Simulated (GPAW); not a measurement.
## Ge in GPAW: the effect of functional

The system is Ge.

```
Ge
1.0
     0.00000    2.82891    2.82891
     2.82891    0.00000    2.82891
     2.82891    2.82891    0.00000
Ge
2
Cartesian
  4.2434 4.2434 4.2434
  2.8289 2.8289 2.8289
```

Alike in all runs:

| Item | Value |
| --- | --- |
| Program | GPAW 26.7.0 |
| Task | dielectric tensor |
| Cutoff | 450 eV |
| Basis | pw |
| k mesh | 7 × 7 × 7 |
| Occupations | fermi-dirac, width 0.001 eV |
| Spin | no spin polarisation |

Problem. One run gave: dielectric constant 1509.56 mean. Which functional did it use?
A. GLLB-SC
B. AM05
C. LDA
D. RPBE
E. PBEsol

Solution. E.

| functional | potentials or basis | dielectric constant (mean) |
| --- | --- | --- |
| LDA | the program's PAW data sets (release 1.2.1) made for this functional | 41.64 |
| AM05 | PAW data sets generated in the run's folder for this functional | 234.54 |
| PBEsol | PAW data sets generated in the run's folder for this functional | 1509.56 |
| RPBE | the program's PAW data sets (release 1.2.1) made for this functional | 34.15 |
| GLLB-SC | the program's PAW data sets (release 1.2.1) made for this functional | 45.33 |

Caveats: the long-wavelength limit can be off by a per cent or two; a model potential gives levels but no total energy (some runs); response on these states lacks terms of the Hamiltonian (some runs).

Runs at the PBE level aren't shown here.
